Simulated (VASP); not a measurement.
# InSb in VASP: one cell, several levels of theory

Aim: gap, levels, forces and stress of InSb built on the zincblende prototype, under +4.0 % biaxial strain in x and y, free along z at fixed geometry. Runs: PBE, r2SCAN. The results are then set beside those of Ansatz 0.2.0 for the same cell.

Program: VASP 6.6.1. PAW datasets, plane waves. Spin-unpolarised throughout; all numbers are computed.

### Step 1. The system as given

The cell comes from an earlier relaxation with r2SCAN in another program, then strained, with the atoms relaxed again.

Space group I-4m2 (No. 119), tetragonal; conventional cell a = 4.823 Å, c = 6.270 Å, 36.47 Å³ an atom. Near In stand 4 Sb at 2.88 Å; near Sb stand 4 In at 2.88 Å.

Coordinates:

```
CELL_PARAMETERS angstrom
0.00000 3.41069 3.13501
3.41069 0.00000 3.13501
3.41069 3.41069 0.00000
ATOMIC_POSITIONS crystal
In 0.00000 0.00000 0.00000
Sb 0.25000 0.25000 0.25000
```

### Step 2. PBE at this geometry

INCAR reads:

```
ENCUT = 520.000000
SIGMA = 0.020000
EDIFF = 1.00e-07
GGA = PE
PREC = Accurate
IBRION = -1
ISIF = 2
ISMEAR = -1
NBANDS = 16
NELM = 120
NSW = 0
LASPH = .TRUE.
LCHARG = .FALSE.
LWAVE = .FALSE.
LREAL = .FALSE.
```

KPOINTS reads:

```
KPOINTS created by Atomic Simulation Environment
0
Gamma
6 6 6
0 0 0
```

KPOINTS_OPT reads:

```
special points
7
Reciprocal
0.0000000000 0.0000000000 0.0000000000 1
-0.5000000000 -0.5000000000 0.0000000000 1
-0.3750000000 -0.3750000000 0.2500000000 1
-0.3750000000 0.0000000000 0.3750000000 1
0.0000000000 0.0000000000 0.5000000000 1
-0.5000000000 -0.2500000000 0.2500000000 1
-0.0354820000 0.0000000000 -0.0354820000 1
```

POSCAR reads:

```
In Sb
 1.0000000000000000
     0.0000000000000000    3.4106935381999999    3.1350086261999999
     3.4106935381999999    0.0000000000000000    3.1350086261999999
     3.4106935381999999    3.4106935381999999    0.0000000000000000
 In  Sb
   1   1
Cartesian
  0.0000000000000000  0.0000000000000000  0.0000000000000000
  1.7053467690999999  1.7053467690999999  1.5675043130999995
```

Potentials: the recommended PBE PAW datasets, 18 valence electrons in the neutral cell.

Run with:

```bash
$ mpirun -np 1 vasp_std
```

### Step 3. Single point with r2SCAN

INCAR: that of step 2 with these lines changed.

```diff
@@ -3,3 +3,4 @@
 EDIFF = 1.00e-07
-GGA = PE
+ALGO = Normal
+METAGGA = R2SCAN
 PREC = Accurate
```

KPOINTS is that of step 2.

KPOINTS_OPT is that of step 2.

POSCAR is that of step 2.

**Question.** What will these runs give? Wanted: for each run, gap; pressure; Ansatz: gap; Ansatz: pressure.

**Answer**, as computed:

```
 level  gap (eV)  pressure (GPa)  Ansatz: gap (eV)  Ansatz: pressure (GPa)
   PBE      0.00            0.00              0.00                    0.02
r2SCAN      0.05           -1.39              0.05                   -1.40
```

The gap spans 0.00 eV (PBE) to 0.05 eV (r2SCAN). Spin-orbit coupling is left out, though the cell holds Sb (Z = 51); in an element this heavy it can shift bands and gaps by tenths of an eV. At this one volume the pressure spans -1.4 GPa (r2SCAN) to 0.0 GPa (PBE): PBE wants the largest cell and r2SCAN the smallest. The two programs agree on the gap within 0.01 eV, far less than the spread between functionals. Each program uses its own PAW datasets and cutoff. VASP's cell holds 18 valence electrons and Ansatz's 28.
